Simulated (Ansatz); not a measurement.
# TiTe (P6_3/mmc) in Ansatz: equation of state

Aim: energy against volume of TiTe in PBEsol, for its equilibrium volume and stiffness.

All numbers are computed with Ansatz 0.2.0; they aren't measurements. Logs are shortened: lines on timing, memory, paths and dates and some standing lists are left out, and cuts for length are marked.

### 1 The structure

It takes space group P6_3/mmc (No. 194, hexagonal). The conventional cell has a = 3.842 Å, b = 3.842 Å, c = 6.403 Å, α = 90.00°, β = 90.00°, γ = 120.00°. Te (site symmetry -6m2) is surrounded by 6 Ti at 2.74 Å. Ti (site symmetry -3m) is surrounded by 6 Te at 2.74 Å.

### 2 Single point, PBEsol, 19.24 Å³/atom (volume scaled by 0.94)

Contents of input.yaml:

```yaml
crystal:
  lattice:
    - [3.7635698297, 0.0, 0.0]
    - [-1.8817849148, 3.2593470814, 0.0]
    - [0.0, 0.0, 6.2722898541]
  atoms:
    - { symbol: Te, position: [0.6666666667, 0.3333333333, 0.75] }
    - { symbol: Te, position: [0.3333333333, 0.6666666667, 0.25] }
    - { symbol: Ti, position: [0.0, 0.0, 0.5] }
    - { symbol: Ti, position: [0.0, 0.0, 0.0] }
hamiltonian:
  xc: pbesol
  pseudopotentials: { kind: paw }
kpoints:
  mp_grid: { grid: [8, 8, 4] }
scf:
  occupations: { method: fermi_dirac, width: 0.05 }
output:
  forces: true
  stress: true
  eigenvalues: true
```

Potentials or basis: Ansatz PAW.

On the command line:

```console
$ ansatz run input.yaml --threads 2 --pin off --max-ram 5632MiB --backend cpu --events-out ev --progress --plain --runs-dir out
```

The program printed:

```text
Warning: RAYON_NUM_THREADS=2 ignored (pool sized by the plan → 2); use --threads N
Engine: ansatz 0.2.0, aarch64-unknown-linux-gnu
Pseudopotentials: kind: paw
Pseudopotential: Te, paw, valence charge 16, recommended cutoff 420 eV (normal), Te.paw.azcp
Pseudopotential: Ti, paw, valence charge 12, recommended cutoff 420 eV (normal), Ti.paw.azcp
Functional definition: PBEsol
  exchange = pbesol_x
  correlation = pbesol_c
Crystal: 4 atoms, lattice volume = 76.941 Å³
Basis set: ecut = 420 eV, 1521 PW (Γ), exchange–correlation on 54×54×90 points (8 copies of the dense FFT grid, shifted against one another)
Bands: 34, of which v1, the nominal top of the filled ones, is band 28 counted from 1 (27 counted from 0)
Symmetry: 24 space group operations
Space group: P63/mmc (ITA 194), of the structure as read, at distance tolerance 4.3e-5 Å
k-points: 30 of 256
Non-local potential: Te, projectors of the file, l = 0: 2, l = 1: 2, l = 2: 2, l = 3: 2
Non-local potential: Ti, projectors of the file, l = 0: 3, l = 1: 2, l = 2: 3, l = 3: 1
PAW form: soft (Blöchl's): semilocal exchange-correlation on the pseudo side does not see the compensation charge
PAW frozen core: Te, regenerated for the run's functional, and the local potential with it (the file was generated under x = pbe(κ = 0.804, μ = 0.2195149727645171), c = pbe(β = 0.06672455060314922))
PAW frozen core: Ti, regenerated for the run's functional, and the local potential with it (the file was generated under x = pbe(κ = 0.804, μ = 0.2195149727645171), c = pbe(β = 0.06672455060314922))
PAW one-centre angular grid: Te, 590 points (default); XC on 64 Gauss nodes
PAW one-centre angular grid: Ti, 590 points (default); XC on 64 Gauss nodes
Initial density: superposition of atomic densities (neutral atoms: chi_scale 0, normalization atom), corrected by the library's trained network
Initial wavefunctions: pseudopotential atomic-orbital guess
Functional: x = pbesol(κ = 0.804, μ = 0.12345679012345678), c = pbesol(β = 0.046)
SCF iter   1: F=—  HF=-18753.100710 eV  |F-HF|=—  |Δ(HF+E_count)|=         —  Δρ=4.44e-3  dr2=9.58e-3  ethr=1.77e-3  ⟨swp⟩=6.1  Hψ=4238  notcnv=0
preconditioner: auto → Kerker (q_TF=auto, 2.588 Å⁻¹)  [metal: Δε(μ)=0.036 eV  Ē_g=6.633 eV  σ=0.050 eV  W_gap=0.18  n_scr=22 (ndim 8)  ℏωp=18.9 eV  f_vac=0.000  D(μ)=3.79/eV (n_scr^D=34)]
SCF iter   2: F=—  HF=-18753.096241 eV  |F-HF|=—  |Δ(HF+E_count)|=   4.47e-3  Δρ=2.07e-3  dr2=2.07e-3  ethr=1.71e-5  ⟨swp⟩=2.9  Hψ=2244  notcnv=0
SCF iter   3: F=—  HF=-18753.095738 eV  |F-HF|=—  |Δ(HF+E_count)|=   5.03e-4  Δρ=4.63e-4  dr2=1.48e-4  ethr=3.69e-6  ⟨swp⟩=2.0  Hψ=1810  notcnv=0
SCF iter   4: F=—  HF=-18753.095698 eV  |F-HF|=—  |Δ(HF+E_count)|=   3.97e-5  Δρ=2.46e-4  dr2=6.09e-5  ethr=2.65e-7  ⟨swp⟩=2.0  Hψ=1320  notcnv=0
SCF iter   5: F=—  HF=-18753.095681 eV  |F-HF|=—  |Δ(HF+E_count)|=   1.72e-5  Δρ=5.13e-5  dr2=2.47e-6  ethr=1.09e-7  ⟨swp⟩=2.0  Hψ=1258  notcnv=0
SCF iter   6: F=—  HF=-18753.095681 eV  |F-HF|=—  |Δ(HF+E_count)|=   7.22e-7  Δρ=1.48e-5  dr2=2.98e-7  ethr=4.41e-9  ⟨swp⟩=2.0  Hψ=1804  notcnv=0
SCF iter   7: F=-18753.095680 eV  HF=-18753.095680 eV  |F-HF|=3.28e-9  |Δ(HF+E_count)|=   6.16e-8  Δρ=3.68e-6  dr2=8.95e-9  ethr=1.79e-10  ⟨swp⟩=4.7  Hψ=3278  notcnv=0
SCF 1 converged in 7 iterations: F = -18753.095680 eV  dr2 = 8.95e-9
SCF converged after 7 iterations
Free energy (F): -18753.095680 eV
Harris-Foulkes:  -18753.095680 eV  (|F-HF|=3.28e-9)
Internal energy: -18753.064722 eV  (E = F + TS)
E sigma→0 (E₀):  -18753.080201 eV
Entropy (-TS):   -0.030958 eV (-7.740 meV/atom)
Fermi energy:    15.619045 eV
--- Per-component energies (eV) ---
  E_band       = -616.866271
  E_kinetic    = 922.524062
  E_local      = -3395.173846  (includes V_loc(G=0)·N_el)
  E_nonlocal   = -591.191760
  E_hartree    = 2008.270695
  E_xc         = -446.836323
  E_vxc        = -460.488915  (∫ρ·V_xc dr)
  E_paw        = -11219.619085  (= ΣΔE_a)
  E_vpaw       = -1109.074809  (= ΣTr[D̂ρ^β])
  E_aug_tail   = -0.000142  (compensation charges beyond the density's cutoff)
  E_ewald      = -6032.066722
  E_core_change = 1.028399  (= ΣΔE_core)
  E_smearing   = -0.030958  (= −TS)
  E_closure    = -0.000000  (closes the sum)
  Σ components = -18753.095680   (vs F -18753.095680, Δ=0.00e0)
--- Forces (eV/Å), atoms counted from 1 ---
  atom   1  Te     0.00000000     0.00000000    -0.00000000
  atom   2  Te    -0.00000000    -0.00000000     0.00000000
  atom   3  Ti     0.00000000     0.00000000     0.00000000
  atom   4  Ti     0.00000000     0.00000000     0.00000000
  max |Σ_I F_I| component: 9.25e-18 eV/Å
--- Stress (GPa, compression-positive) ---
        8.537371       0.000000       0.000000
        0.000000       8.537371      -0.000000
        0.000000      -0.000000      16.594612
  P = ⅓ Tr σ = 11.2231 GPa (112.231 kbar)
--- Band table (eV; the first three rows and the last of 30) ---
  k-point 0: bands = ["-41.3153", "-41.2960", "-22.1334", "-22.1334", "-22.1316", "-22.1316", "-22.1131", "-22.1131", "-22.1048", "-22.1048", "-22.1047", "-22.1031", "-17.8031", "-17.7752", "-17.7752", "-17.7510", "-17.7510", "-17.5844", "1.1885", "3.1601", "8.1567", "11.7266", "11.7266", "13.7727", "14.6781", "14.9031", "14.9031", "14.9771", "14.9771", "15.1530", "15.1530", "16.6539", "16.6539", "18.1835"]
  k-point 1: bands = ["-41.3125", "-41.2988", "-22.1338", "-22.1338", "-22.1327", "-22.1327", "-22.1110", "-22.1110", "-22.1053", "-22.1053", "-22.1044", "-22.1033", "-17.7717", "-17.7717", "-17.7716", "-17.7545", "-17.7545", "-17.6169", "1.3969", "2.7375", "8.9291", "11.9537", "11.9537", "12.6640", "13.6786", "13.6786", "15.0829", "15.1345", "15.1345", "15.9376", "15.9376", "17.0318", "17.0318", "17.1990"]
  k-point 2: bands = ["-41.3057", "-41.3057", "-22.1340", "-22.1340", "-22.1340", "-22.1340", "-22.1075", "-22.1075", "-22.1075", "-22.1075", "-22.1038", "-22.1038", "-17.7631", "-17.7631", "-17.7631", "-17.7631", "-17.6948", "-17.6948", "1.9759", "1.9759", "10.6878", "10.6878", "12.6204", "12.6204", "12.6204", "12.6204", "15.5514", "15.5514", "15.5514", "15.5514", "15.9859", "15.9859", "18.4756", "18.4756"]
  k-point 29: bands = ["-41.3020", "-41.3020", "-22.1400", "-22.1400", "-22.1342", "-22.1342", "-22.1028", "-22.1028", "-22.0982", "-22.0982", "-22.0961", "-22.0961", "-17.8182", "-17.8182", "-17.7965", "-17.7965", "-17.6671", "-17.6671", "3.3674", "3.3674", "9.2738", "9.2738", "10.5098", "10.5098", "11.7087", "11.7087", "15.1593", "15.1593", "16.1998", "16.1998", "16.7740", "16.7740", "17.2583", "17.2583"]
```

Wall time 2.8 s (2 threads of Arm Neoverse V1, shared host); peak memory 0.39 GiB.

Results:

| Quantity | Value |
| --- | --- |
| Free energy | -18753.0957 eV |
| Pressure | 11.2 GPa |
| Band gap on the k mesh | none (metal or under the smearing width) |

Caveat: the PAW data sets come from PBE, with cores solved anew for the run's functional, which leaves a small shift of forces and pressure.

### 3 Single point, PBEsol, 19.64 Å³/atom (volume scaled by 0.96)

Edit input.yaml of step 2 so:

```diff
@@ -2,5 +2,5 @@
   lattice:
-    - [3.7635698297, 0.0, 0.0]
-    - [-1.8817849148, 3.2593470814, 0.0]
-    - [0.0, 0.0, 6.2722898541]
+    - [3.7900747158, 0.0, 0.0]
+    - [-1.8950373579, 3.2823009861, 0.0]
+    - [0.0, 0.0, 6.3164623648]
   atoms:
```

Potentials or basis: Ansatz PAW.

On the command line:

```console
$ ansatz run input.yaml --threads 2 --pin off --max-ram 5632MiB --backend cpu --events-out ev --progress --plain --runs-dir out
```

It took 2.9 s on 2 threads of Arm Neoverse V1, shared host; peak memory 0.39 GiB.

The run converged. Its results:

```yaml
Free_energy: -18753.1954 eV
Pressure: 8.3 GPa
Band_gap_on_the_k_mesh: none (metal or under the smearing width)
```

Caveat: the PAW data sets come from PBE, with cores solved anew for the run's functional, which leaves a small shift of forces and pressure.

### 4 Single point, PBEsol, 20.05 Å³/atom (volume scaled by 0.98)

Edit input.yaml of step 3 so:

```diff
@@ -2,5 +2,5 @@
   lattice:
-    - [3.7900747158, 0.0, 0.0]
-    - [-1.8950373579, 3.2823009861, 0.0]
-    - [0.0, 0.0, 6.3164623648]
+    - [3.8162139882, 0.0, 0.0]
+    - [-1.9081069941, 3.30493826, 0.0]
+    - [0.0, 0.0, 6.3600255508]
   atoms:
```

On the command line:

```console
$ ansatz run input.yaml --threads 2 --pin off --max-ram 5632MiB --backend cpu --events-out ev --progress --plain --runs-dir out
```

It took 3 s on 2 threads of Arm Neoverse V1, shared host; peak memory 0.39 GiB.

The run converged. Its results:

```yaml
Free_energy: -18753.2671 eV
Pressure: 5.7 GPa
Band_gap_on_the_k_mesh: none (metal or under the smearing width)
```

Caveat: the PAW data sets come from PBE, with cores solved anew for the run's functional, which leaves a small shift of forces and pressure.

### 5 Single point, PBEsol, 20.46 Å³/atom

Edit input.yaml of step 4 so:

```diff
@@ -2,5 +2,5 @@
   lattice:
-    - [3.8162139882, 0.0, 0.0]
-    - [-1.9081069941, 3.30493826, 0.0]
-    - [0.0, 0.0, 6.3600255508]
+    - [3.842, 0.0, 0.0]
+    - [-1.921, 3.3272696013, 0.0]
+    - [0.0, 0.0, 6.403]
   atoms:
```

On the command line:

```console
$ ansatz run input.yaml --threads 2 --pin off --max-ram 5632MiB --backend cpu --events-out ev --progress --plain --runs-dir out
```

Run time: 3.1 s. Hardware: 2 threads of Arm Neoverse V1, shared host; peak memory 0.39 GiB.

The run converged. Its results:

```
Free energy            : -18753.3137 eV
Pressure               : 3.4 GPa
Band gap on the k mesh : none (metal or under the smearing width)
```

Caveat: the PAW data sets come from PBE, with cores solved anew for the run's functional, which leaves a small shift of forces and pressure.

### 6 Single point, PBEsol, 20.87 Å³/atom (volume scaled by 1.02)

Edit input.yaml of step 5 so:

```diff
@@ -2,5 +2,5 @@
   lattice:
-    - [3.842, 0.0, 0.0]
-    - [-1.921, 3.3272696013, 0.0]
-    - [0.0, 0.0, 6.403]
+    - [3.8674444501, 0.0, 0.0]
+    - [-1.9337222251, 3.3493051415, 0.0]
+    - [0.0, 0.0, 6.4454052093]
   atoms:
```

Potentials or basis: Ansatz PAW.

On the command line:

```console
$ ansatz run input.yaml --threads 2 --pin off --max-ram 5632MiB --backend cpu --events-out ev --progress --plain --runs-dir out
```

Wall time 3 s (2 threads of Arm Neoverse V1, shared host); peak memory 0.39 GiB.

It converged, with:

| Quantity | Value |
| --- | --- |
| Free energy | -18753.3377 eV |
| Pressure | 1.3 GPa |
| Band gap on the k mesh | none (metal or under the smearing width) |

Caveat: the PAW data sets come from PBE, with cores solved anew for the run's functional, which leaves a small shift of forces and pressure.

### 7 Single point, PBEsol, 21.28 Å³/atom (volume scaled by 1.04)

Edit input.yaml of step 6 so:

```diff
@@ -2,5 +2,5 @@
   lattice:
-    - [3.8674444501, 0.0, 0.0]
-    - [-1.9337222251, 3.3493051415, 0.0]
-    - [0.0, 0.0, 6.4454052093]
+    - [3.8925584295, 0.0, 0.0]
+    - [-1.9462792147, 3.3710544856, 0.0]
+    - [0.0, 0.0, 6.4872596627]
   atoms:
@@ -21 +21,5 @@
   eigenvalues: true
+  write_density: true
+  write_potential: true
+  elf: true
+  volumetric_format: npy
```

On the command line:

```console
$ ansatz run input.yaml --threads 2 --pin off --max-ram 5632MiB --backend cpu --events-out ev --progress --plain --runs-dir out
```

It took 3.9 s on 2 threads of Arm Neoverse V1, shared host; peak memory 0.4 GiB.

The run converged. Its results:

```
Free energy            : -18753.3414 eV
Pressure               : -0.6 GPa
Band gap on the k mesh : none (metal or under the smearing width)
```

Caveat: the PAW data sets come from PBE, with cores solved anew for the run's functional, which leaves a small shift of forces and pressure.

### 8 Single point, PBEsol, 21.69 Å³/atom (volume scaled by 1.06)

Edit input.yaml of step 7 so:

```diff
@@ -2,5 +2,5 @@
   lattice:
-    - [3.8925584295, 0.0, 0.0]
-    - [-1.9462792147, 3.3710544856, 0.0]
-    - [0.0, 0.0, 6.4872596627]
+    - [3.9173524637, 0.0, 0.0]
+    - [-1.9586762319, 3.3925267491, 0.0]
+    - [0.0, 0.0, 6.528580902]
   atoms:
@@ -21,5 +21 @@
   eigenvalues: true
-  write_density: true
-  write_potential: true
-  elf: true
-  volumetric_format: npy
```

On the command line:

```console
$ ansatz run input.yaml --threads 2 --pin off --max-ram 5632MiB --backend cpu --events-out ev --progress --plain --runs-dir out
```

It took 3 s on 2 threads of Arm Neoverse V1, shared host; peak memory 0.4 GiB.

It converged, with:

* Free energy: -18753.3267 eV
* Pressure: -2.3 GPa
* Band gap on the k mesh: none (metal or under the smearing width)

Caveat: the PAW data sets come from PBE, with cores solved anew for the run's functional, which leaves a small shift of forces and pressure.

### 9 Equation of state, PBEsol

Potentials or basis: Ansatz PAW.

No new run: the results of the series are fitted here.

Results:

```yaml
Equilibrium_volume: 21.15 Å³/atom
Bulk_modulus_at_fixed_shape_and_positions: 96 GPa
Pressure_derivative_of_the_bulk_modulus: 4.4
```

Energy against volume, from the lowest point:
| volume (Å³/atom) | energy (meV/atom) |
| --- | --- |
| 19.235 | 61.42 |
| 19.644 | 36.50 |
| 20.054 | 18.56 |
| 20.463 | 6.91 |
| 20.872 | 0.91 |
| 21.281 | 0.00 |
| 21.691 | 3.67 |

Caveat: the cell was scaled at fixed shape and fractional positions, which overstates the stiffness of a crystal with free parameters, most of all of layers and chains.
